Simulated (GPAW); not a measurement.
# ZnS (Wurtzite-4H) (P6_3mc) in GPAW: a series of runs

The runs below take ZnS (Wurtzite-4H) through band structure, equation of state, with LDA, PBE, PBEsol.

Everything below comes from runs of GPAW 26.7.0. Logs are shortened: lines on timing, memory, paths and dates and some standing lists are left out, and cuts for length are marked. The log counts tension as positive stress, the text compression.

**Experimental background.**

A printed reference work, monograph reports, for a bulk crystal of ZnS at 4 K: band gap 3.911 eV (direct).

The runs below are set against these values where they give the same quantity.

### 1 The structure

Symmetry: P6_3mc, No. 186, hexagonal system. Conventional cell: a = 3.823 Å, b = 3.823 Å, c = 12.520 Å, α = 90.00°, β = 90.00°, γ = 120.00°. Zn (site symmetry 3m) is surrounded by 4 S at 2.34 to 2.35 Å. Zn (site symmetry 3m) is surrounded by 4 S at 2.34 to 2.35 Å. Around S (site symmetry 3m) lie 4 Zn at 2.34 to 2.35 Å. S (site symmetry 3m) has 4 Zn at 2.34 to 2.35 Å as nearest neighbours.

### 2 Band structure, LDA

File run.py:

```python
from ase import Atoms
from ase.dft.bandgap import bandgap
from ase.io import write
from ase.units import GPa
from gpaw import GPAW, PW

atoms = Atoms(['Zn', 'Zn', 'Zn', 'Zn', 'S', 'S', 'S', 'S'],
              cell=[[3.8227, 0.0, 0.0],
                    [-1.91135, 3.310555311, 0.0],
                    [0.0, 0.0, 12.52]],
              scaled_positions=[[0.6666666667, 0.3333333333, 0.75],
                                [0.3333333333, 0.6666666667, 0.25],
                                [0.0, 0.0, 0.5],
                                [0.0, 0.0, 0.0],
                                [0.6666666667, 0.3333333333, 0.9375],
                                [0.3333333333, 0.6666666667, 0.4375],
                                [0.0, 0.0, 0.6875],
                                [0.0, 0.0, 0.1875]],
              pbc=True)

calc = GPAW(mode=PW(600),
            xc='LDA',
            kpts={'size': (5, 5, 2), 'gamma': True},
            occupations={'name': 'fermi-dirac', 'width': 0.05},
            nbands=57,
            convergence={'density': 1e-05, 'energy': 1e-05},
            maxiter=150,
            txt='gpaw.txt')
atoms.calc = calc
energy = atoms.get_potential_energy()
forces = atoms.get_forces()
stress = atoms.get_stress()
calc.write('gs.gpw')
write('result.traj', atoms)
print(f'Energy: {energy:.6f} eV')
print('Forces (eV/A):')
print(forces.round(4))
print('Stress (GPa):', (stress / GPa).round(3))
print('Fermi level:', round(calc.get_fermi_level(), 4), 'eV')
print(f'Gap: {bandgap(calc)[0]:.4f} eV, direct: {bandgap(calc, direct=True)[0]:.4f} eV')

path = atoms.cell.bandpath('GMKGALHA,LM,KH', npoints=60, eps=1e-4)
bs_calc = calc.fixed_density(kpts=path, symmetry='off', nbands=87,
                             convergence={'bands': 'CBM+6.0', 'eigenstates': 1e-6}, txt='bands.txt')
bs = bs_calc.band_structure()
bs.write('bs.json')
print(f'Gap on the path: {bandgap(bs_calc)[0]:.4f} eV')
```

Potentials or basis: the program's PAW data sets (release 1.2.1) made for this functional, pw.

On the command line:

```bash
$ OMP_NUM_THREADS=1 python run.py
```

gpaw.txt:

```text
__  _  _
 | _ |_)|_||  |
 |__||  | ||/\| - 26.7.0

Input parameters:
  mode=PW(ecut=600.0),
  convergence={'density': 1e-05, 'energy': 1e-05},
  kpts=MonkhorstPack(size=(5, 5, 2), gamma=True),
  maxiter=150,
  nbands=57,
  occupations=Occupations(name='fermi-dirac', width=0.05),
  xc=XC(name='LDA')

Diagonalizing LCAO Hamiltonian
Converting LCAO to pw mode

             S

             Zn

       S

         S
       Zn

         Zn

       S

       Zn

Atoms  # Å, Bohr magnetons
|   | symbol |         x |        y |         z |    initial magnetic moments |
|---|--------|-----------|----------|-----------|-----------------------------|
| 0 |     Zn |  1.911350 | 1.103518 |  9.390000 | ( 0.0000,  0.0000,  0.0000) |
| 1 |     Zn | -0.000000 | 2.207037 |  3.130000 | ( 0.0000,  0.0000,  0.0000) |
| 2 |     Zn |  0.000000 | 0.000000 |  6.260000 | ( 0.0000,  0.0000,  0.0000) |
| 3 |     Zn |  0.000000 | 0.000000 |  0.000000 | ( 0.0000,  0.0000,  0.0000) |
| 4 |      S |  1.911350 | 1.103518 | 11.737500 | ( 0.0000,  0.0000,  0.0000) |
| 5 |      S | -0.000000 | 2.207037 |  5.477500 | ( 0.0000,  0.0000,  0.0000) |
| 6 |      S |  0.000000 | 0.000000 |  8.607500 | ( 0.0000,  0.0000,  0.0000) |
| 7 |      S |  0.000000 | 0.000000 |  2.347500 | ( 0.0000,  0.0000,  0.0000) |

Unit cell  # Å
| periodic |         x |        y |         z |   lengths |     angles |
|----------|-----------|----------|-----------|-----------|------------|
|      yes |  3.822700 | 0.000000 |  0.000000 |  3.822700 |  90.000000 |
|      yes | -1.911350 | 3.310555 |  0.000000 |  3.822700 |  90.000000 |
|      yes |  0.000000 | 0.000000 | 12.520000 | 12.520000 | 120.000000 |

Number of symmetries: 6
Symmetry operations  # r_c * U_cc + t_c -> r_c
|   | kind |            matrix            |
|---|------|------------------------------|
| 0 |  σ   |  1, 1, 0,  0,-1, 0,  0, 0, 1 |
| 1 |  E   |  1, 0, 0,  0, 1, 0,  0, 0, 1 |
| 2 |  C3  |  0, 1, 0, -1,-1, 0,  0, 0, 1 |
| 3 |  σ   |  0,-1, 0, -1, 0, 0,  0, 0, 1 |
| 4 |  σ   | -1, 0, 0,  1, 1, 0,  0, 0, 1 |
| 5 |  C3  | -1,-1, 0,  1, 0, 0,  0, 0, 1 |

BZ-sampling:
  Number of BZ points: 50
  Number of IBZ points: 10

  Monkhorst-Pack size: [5, 5, 2]
  Monkhorst-Pack shift: [0.0, 0.0, 0.25]

K-points  # in reciprocal-cell coordinates
|   |                                coordinates |     weight |
|---|--------------------------------------------|------------|
| 0 | (  0.00000000,   0.00000000,   0.00000000) | 0.02000000 |
| 1 | (  0.00000000,   0.00000000,   0.50000000) | 0.02000000 |
| 2 | (  0.20000000,   0.00000000,   0.00000000) | 0.12000000 |
| 3 | (  0.20000000,   0.00000000,   0.50000000) | 0.12000000 |
| 4 | (  0.40000000,  -0.20000000,   0.00000000) | 0.12000000 |
| 5 | (  0.40000000,  -0.20000000,   0.50000000) | 0.12000000 |
| 6 | (  0.40000000,   0.00000000,   0.00000000) | 0.12000000 |
| 7 | (  0.40000000,   0.00000000,   0.50000000) | 0.12000000 |
| 8 | (  0.40000000,   0.40000000,   0.00000000) | 0.12000000 |
| 9 | (  0.40000000,   0.40000000,   0.50000000) | 0.12000000 |

Plane wave coefficients: 5308
Cutoff: 600.0 eV

Spin-components: 1 (collinear spins)
Bands:           57
Projectors:      44
Spin-degeneracy: 2
Datatype:        complex128

Parallelization:
  kpt:    1
  domain: 1
  band:   1

Density:
  Valence electrons: 72.0
  Components: 1
  Grid points: [24 24 72]
  Charge: 0.0  # |e|

Potential:
  Grid points: [24 24 72]

species:
  Zn:
    name:    Zinc
    Z:       30.0
    valence: 12
    core:    18
    charge:  0.0  # [|e|]
    compensation charges:
      type: gauss
      rc: 0.37  # [Å]
      lmax: 2
    cutoffs:
      filter: 2.14  # [Å]
      core: 2.28  # [Å]
    projectors
    | kind |    occ | energy [eV] | rcut [Å] |
    |------|--------|-------------|----------|
    |   4s |  2.000 |      -6.218 |    1.286 |
    |   4p |  0.000 |      -1.230 |    1.270 |
    |   3d | 10.000 |     -10.426 |    1.180 |
    |    s |        |      20.994 |    1.286 |
    |    p |        |      25.981 |    1.270 |
    |    d |        |      16.786 |    1.180 |

    Using partial waves for Zn as LCAO basis

  S:
    name:    Sulfur
    Z:       16.0
    valence: 6
    core:    10
    charge:  0.0  # [|e|]
    compensation charges:
      type: gauss
      rc: 0.24  # [Å]
      lmax: 2
    cutoffs:
      filter: 1.77  # [Å]
      core: 1.66  # [Å]
    projectors
    | kind |    occ | energy [eV] | rcut [Å] |
    |------|--------|-------------|----------|
    |   3s |  2.000 |     -17.278 |    0.974 |
    |   3p |  4.000 |      -7.106 |    0.979 |
    |    s |        |       9.933 |    0.974 |
    |    p |        |      20.105 |    0.979 |
    |    d |        |       0.000 |    0.900 |

    Using partial waves for S as LCAO basis

Reference energy: -238449.942589  # eV

eigensolver:
  PPCG
  Converge bands: occupied
  niter=2

density mixing:
  MSR1-Mixer
  Pratt-step length: 0.05
  Maximum mixing coefficient: 0.75
  Old densities: 10
  SVD Regularization: 0.005
  Good broyden scale: 1.0
  Trust region scale: 1.0
  Backstep threshold: 4.0
  History deletion threshold: 6.0
  Fourier metric: weight=20.0, sigma=0.015

occupation numbers:
  Fermi-Dirac:
    width: 0.0500  # eV

poisson solver:
  ecut: 4800.0  # eV

xc functional:
  name: None

convergence criteria:
- Maximum integral of absolute [dens]ity change: 1e-05 electrons / valence electron
- Maximum [total energy] change in last 3 cyles: 1e-05 eV / valence electron
- Maximum integral of absolute [eigenst]ate change: 4e-08 eV^2 / valence electron
maximum number of iterations: 150

SCF iterations
|iter     | |      energy | eigst |  dens |
|---------|-|-------------|-------|-------|
|iter:   1| |  -34.182750 | +0.83 |       |
|iter:   2| |  -34.163761 | -0.11 | -1.21 |
|iter:   3| |  -33.153632 | -0.79 | -1.25 |
|iter:   4| |  -33.058914 | -1.81 | -1.71 |
|iter:   5| |  -33.045721 | -2.57 | -2.08 |
|iter:   6| |  -33.046990 | -3.18 | -2.39 |
|iter:   7| |  -33.045572 | -3.86 | -2.93 |
|iter:   8| |  -33.045588 | -4.87 | -3.47 |
|iter:   9| |  -33.045587c| -5.70 | -3.77 |
|iter:  10| |  -33.045588c| -6.47 | -4.29 |
|iter:  11| |  -33.045588c| -7.42c| -5.14c|

Converged in 11 steps
Energy contributions relative to reference atoms: (reference = -238449.942589)

Energy contributions:
  Kinetic:          29.704135
  Coulomb:         -25.186619
  Zero:              0.144949
  External:          0.000000
  Xc:              -37.708053
  Entropy:          -0.000000
  Spinorbit:         0.000000
  ----------------------------
  Free energy:     -33.045588
  Extrapolated:    -33.045588

dipole moment: (-19.498492, -33.772358, -16.727977)  # |e|*Ang

Fermi level: 4.404
Eigenvalues  # (at kpt = [0.000, 0.000, 0.000])
| band index |      eig [eV] | occ [0-2] |
|------------|---------------|-----------|
|          0 |        -9.671 |     2.000 |
|        ... |               |           |
|         28 |         2.563 |     2.000 |
|         29 |         2.965 |     2.000 |
|         30 |         2.965 |     2.000 |
|         31 |         2.983 |     2.000 |
|         32 |         2.983 |     2.000 |
|         33 |         3.401 |     2.000 |
[... 8 lines left out ...]
|         42 |         9.727 |     0.000 |
|         43 |         9.925 |     0.000 |
|        ... |               |           |
|         56 |        14.813 |     0.000 |

Gap: 1.872 eV
Transition (v -> c):
  (s=0, k=0, n=35, [0.00, 0.00, 0.00]) -> (s=0, k=0, n=36, [0.00, 0.00, 0.00])
No difference between direct/indirect transitions

Forces  # eV/Ang
|        x |        y |        z |
|----------|----------|----------|
|  0.00000 |  0.00000 |  0.00507 |  # Zn   0
|  0.00000 | -0.00000 |  0.00488 |  # Zn   1
| -0.00000 |  0.00000 |  0.02227 |  # Zn   2
| -0.00000 |  0.00000 |  0.02195 |  # Zn   3
|  0.00000 |  0.00000 |  0.01405 |  # S    4
| -0.00000 | -0.00000 |  0.01507 |  # S    5
| -0.00000 |  0.00000 | -0.04173 |  # S    6
| -0.00000 |  0.00000 | -0.04124 |  # S    7

Stress tensor  # eV/Ang^3
|        x |         y |         z |
|----------|-----------|-----------|
| 0.031346 |  0.000000 |  0.000000 |
| 0.000000 |  0.031346 | -0.000000 |
| 0.000000 | -0.000000 |  0.032907 |

# Writing to gs.gpw (mode='')
```

Wall time 4.5 min (1 thread of Intel Xeon 6975P-C (Granite Rapids), shared host); peak memory 0.87 GiB.

Results:

```
Free energy             : -33.0456 eV
Pressure                : -5.1 GPa
Largest force           : 0.042 eV/Å
Band gap on the k mesh  : 1.87 eV, direct
Band gap along the path : 1.87 eV, direct
```

Forces in eV/Å, atoms in the order of the input:
```
Zn   0.000  0.000  0.005
Zn   0.000  0.000  0.005
Zn   0.000  0.000  0.022
Zn   0.000  0.000  0.022
S    0.000  0.000  0.014
S    0.000  0.000  0.015
S    0.000  0.000 -0.042
S    0.000  0.000 -0.041
```

Levels at the corners of the path, in eV from the valence-band top:
```tsv
point	band 34	band 35	band 36	band 37	band 38	band 39
Γ	-0.04	0.00	0.00	1.87	2.97	3.17
M	-1.59	-1.12	-0.88	3.09	3.14	3.56
K	-1.78	-1.78	-1.34	4.31	4.73	4.73
Γ	-0.04	0.00	0.00	1.87	2.97	3.17
A	-0.15	-0.15	-0.15	2.76	2.76	3.09
L	-1.53	-1.11	-1.11	3.48	3.48	3.82
H	-1.82	-1.63	-1.63	4.18	4.18	5.03
A	-0.15	-0.15	-0.15	2.76	2.76	3.09
L	-1.53	-1.11	-1.11	3.48	3.48	3.82
M	-1.59	-1.12	-0.88	3.09	3.14	3.56
K	-1.78	-1.78	-1.34	4.31	4.73	4.73
H	-1.82	-1.63	-1.63	4.18	4.18	5.03
```

[end of part 1 of 2]
